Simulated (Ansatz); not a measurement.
We consider LaAlO₃ (R-3c, No. 167; start mp-2920; structure not from a measured cell), described by PBEsol (Ansatz, an electronic-structure program, PAW).

Numerical settings: plane-wave cutoff 520 eV, 8×8×8 k mesh, Fermi–Dirac smearing 0.01 eV, scalar-relativistic PAW data made under PBE.

Cell (relaxed with PBEsol):

Space group R-3c, hexagonal axes (No. 167); a = 5.3533 Å, b = 5.3533 Å, c = 13.0486 Å, α = 90.00°, β = 90.00°, γ = 120.00°

```
atom  site  symmetry       x       y       z
----  ----  --------  ------  ------  ------
La      6a        32  0.0000  0.0000  0.2500
Al      6b       -3.  0.0000  0.0000  0.0000
O      18e        .2  0.5359  0.5359  0.2500
```
(The calculation used a cell of 10 atoms; values per cell refer to that cell.)

Question: Give the computed band gap and smallest direct gap on the k points sampled.

Answer: 
band gap: 3.94 eV
smallest direct gap on the k points sampled: 3.96 eV

Note: this cell isn't known to be the ambient phase, and symmetry holds it in the calculation.

Spin–orbit coupling is not included.

Computed values are for the static lattice.

It cost roughly 70 core-seconds of CPU time.

A start named mp-… is a Materials Project structure, which need not be a measured phase.
